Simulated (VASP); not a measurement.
Here is a VASP 6.6.1 calculation.

INCAR

```
SYSTEM = CO2
ALGO = Fast
EDIFF = 1E-7
EDIFFG = -0.01
ENCUT = 600
GGA = PE
IBRION = 2
ISIF = 4
ISMEAR = 0
IVDW = 12
KPAR = 2
LASPH = .True.
LCHARG = .False.
LREAL = .False.
LWAVE = .False.
NELM = 80
NSW = 40
PREC = Accurate
SIGMA = 0.03
```

Contents of KPOINTS:

```
k-points
0
Gamma
  12 12 12
  0 0 0
```

Contents of POSCAR:

```
CO2                                     
1.0
   -1.9288914478      1.9288914478      2.9270023956
    1.9288914478     -1.9288914478      2.9270023956
    1.9288914478      1.9288914478     -2.9270023956
  C               O             
     2     4
Direct
     0.0000000000000000    0.0000000000000000    0.0000000000000000
     0.7500000000000000    0.2500000000000000    0.5000000000000000
     0.3750000000000000    0.2927352918150434    0.4177352918150434
     0.7072647081849567    0.1250000000000000    0.0822647081849566
     0.8750000000000000    0.9572647081849567    0.5822647081849567
     0.0427352918150434    0.6250000000000000    0.9177352918150433
```

Potentials or basis: VASP PAW PBE potentials, release 64 (C, O).

The run is started by

```console
$ cat potpaw_PBE.64/C/POTCAR potpaw_PBE.64/O/POTCAR > POTCAR
$ mpirun -np 2 vasp_std > vasp.out
```

(1) Predict the energy gained by relaxing.

(2) What does it give for the band gap on the k mesh?

Answers

(1) 12.2 meV/atom.

(2) 7.70 eV, indirect (least direct gap 8.03 eV).
